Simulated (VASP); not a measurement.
Set up this calculation in VASP 6.6.1, as the native input.

```
Task                   : single point
Functional             : PBE
Potentials or basis    : VASP PAW PBE potentials, release 64 (K_sv)
Cutoff                 : 520 eV
k mesh                 : 7 × 7 × 1
Occupations            : fermi-dirac, width 0.05 eV
Spin                   : no spin polarisation
Dipole correction      : yes
Further INCAR settings : ALGO = Normal; EDIFF = 1e-07; NBANDS = 20
```

The structure of K lies in POSCAR:

```
K
1.0
    4.7251254772      0.0000000000      0.0000000000
   -2.2093571875      4.1767872334      0.0000000000
    0.0000000000      0.0000000000     22.8117980100
K
3
Direct
    0.1793869800      0.8206130200      0.3287772405
    0.8206130200      0.1793869800      0.5000000000
    0.1793869800      0.8206130200      0.6712227595
```

The cell isn't the ideal one: the (0 0 1) slab of K, cut from the database cell, not relaxed.

One way to write it, as run:

INCAR

```
SYSTEM = K
PREC     = Accurate       ! precision mode
ENCUT    = 520            ! plane-wave cutoff, eV
EDIFF    = 1E-7           ! SCF threshold, eV
ISMEAR   = -1             ! smearing method
SIGMA    = 0.05           ! smearing width, eV
LREAL    = .False.        ! projectors in reciprocal space
LASPH    = .True.         ! aspherical terms in the spheres
NELM     = 100            ! most SCF steps
ALGO     = Normal         ! electronic algorithm
ISIF     = 2              ! what is computed and relaxed
LWAVE    = .False.        ! write WAVECAR
LCHARG   = .False.        ! write CHGCAR
LDIPOL   = .True.       
IDIPOL   = 3            
DIPOL    = 0.5 0.5 0.500
GGA      = PE             ! functional
NBANDS   = 20             ! bands
```

KPOINTS

```
regular mesh
0
Gamma
  7 7 1
  0 0 0
```

Potentials or basis: VASP PAW PBE potentials, release 64 (K_sv).

Launch:

```console
$ cat potpaw_PBE.64/K_sv/POTCAR > POTCAR
$ mpirun -np 1 vasp_std > vasp.out
```

Results of the run:

```json
{
  "Largest force": "0.031 eV/Å",
  "Band gap on the k mesh": "none (metal or under the smearing width)"
}
```

Wall time 8.7 min on 1 thread of AMD EPYC 7571 (shared host), peak memory 0.51 GiB.
